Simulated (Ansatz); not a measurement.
A decomposition energy, worked out: Na2F

These are results of DFT PBE, scalar-relativistic, plane waves, PAW (Ansatz 0.2.0), not measurements. All cells share a 420 eV cutoff and Γ-centred k meshes spaced at most about 0.3 Å⁻¹ (about 0.25 or finer for metals, 2π included). No spin polarisation.

Energies over the elements count from the elements' standard structures at the same level (F₂ as a molecule), with no fitted energy shifts.

All energies are static (0 K, no zero-point motion). In Na2F P4/mmm an odd number of electrons in the primitive cell allows no gap without spin; a larger cell or a magnetic state could open one.

A trial structure of Na2F (reached from: ordered vacancies on the anion sites of rock salt; relaxed: space group P4/mmm (No. 123), a = 3.373 Å, c = 5.313 Å) has a formation energy of -1.642 eV/atom. At its composition the lowest mixture among the elements and 1 reference phase computed alike (others may be missing) consists of these:

| phase | source | ΔE_f (eV/atom) |
| --- | --- | --- |
| Na (solid) | element | -0.001 |
| NaF (Fm-3m) | Materials Project | -2.711 |

The lowest database cell of Na (-0.001) lies slightly below the reference, hence the non-zero entry.

Question: Write the balanced decomposition and find its energy per atom, per formula unit and per mole of formula units.

Answer: Balancing Na and F gives Na2F → Na + NaF. The left side holds 3 atoms, and the products take 1/3 (Na) and 2/3 (NaF) of them. The mixture therefore lies at 1/3 × (-0.001) + 2/3 × (-2.711) = -1.808 eV/atom. The reaction energy is -1.808 − (-1.642) = -0.166 eV/atom. Times 3 atoms that is -0.498 eV per Na2F, and times 96.485 it is -48 kJ per mole of Na2F. Decomposition is downhill, so the trial structure is unstable against this mixture.
